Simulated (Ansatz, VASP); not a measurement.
**PbS in VASP and in Ansatz**

The input INCAR:

```
SYSTEM = PbS
ALGO     = Normal         ! electronic algorithm
EDIFF    = 1E-6           ! SCF threshold, eV
ENCUT    = 520            ! plane-wave cutoff, eV
GGA      = PE             ! functional
ISIF     = 2              ! what is computed and relaxed
ISMEAR   = -1             ! smearing method
LASPH    = .True.         ! aspherical terms in the spheres
LCHARG   = .False.        ! write CHGCAR
LREAL    = .False.        ! projectors in reciprocal space
LWAVE    = .False.        ! write WAVECAR
NBANDS   = 17             ! bands
NELM     = 100            ! most SCF steps
PREC     = Accurate       ! precision mode
SIGMA    = 0.05           ! smearing width, eV
```

File KPOINTS:

```
k-points
0
Gamma
  8 8 8
  0 0 0
```

POSCAR

```
PbS
1.0
    2.1266532507      1.2278238267      3.4747772906
   -2.1266532507      1.2278238267      3.4747772906
    0.0000000000     -2.4556476535      3.4747772906
Pb S
1 1
Direct
    0.9805657800      0.9805657800      0.9805657800
    0.4750355500      0.4750355500      0.4750355500
```

The input input.yaml:

```yaml
crystal:
  lattice:
    - [2.1266532507, 1.2278238267, 3.4747772906]
    - [-2.1266532507, 1.2278238267, 3.4747772906]
    - [0.0, -2.4556476535, 3.4747772906]
  atoms:
    - { symbol: Pb, position: [0.98056578, 0.98056578, 0.98056578] }
    - { symbol: S, position: [0.47503555, 0.47503555, 0.47503555] }
kpoints:
  mp_grid: { grid: [8, 8, 8] }
scf:
  occupations: { method: fermi_dirac, width: 0.05 }
hamiltonian:
  xc: pbe
  pseudopotentials: { kind: all_electron, lapw: { basis_error: 0.0005 } }
output:
  forces: true
  stress: true
  eigenvalues: true
```

Change from the starting cell: volume scaled by 1.02.

Alike in both runs: task single point; functional PBE; k mesh 8 × 8 × 8; occupations fermi-dirac, width 0.05 eV; no spin polarisation.

|  | VASP | Ansatz |
| --- | --- | --- |
| version | VASP 6.6.1 | Ansatz 0.2.0 |
| potentials or method | VASP PAW PBE potentials, release 64 (Pb_d, S) | all-electron LAPW, scalar-relativistic |
| plane-wave cutoff (eV) | 520 | see its input |

```tsv
	VASP	Ansatz	Ansatz less VASP
gap on the k mesh at the Fermi level (eV)	0.52	0.52	-0.008
least direct gap on the mesh (eV)	0.52	0.52	-0.008
pressure (GPa)	-0.2	-0.1	+0.09
rms of the force components (eV/Å)	0.005	0.005	-0.0004
```

Atom by atom the forces differ by 0.000 eV/Å (rms over components). Ansatz ran all-electron here, so the differences hold the error of VASP's frozen core and of both bases.

Caveats: spin-orbit coupling is left out, which as a rule narrows the gap of such compounds by several tenths of an eV. A k mesh can miss the band edges.
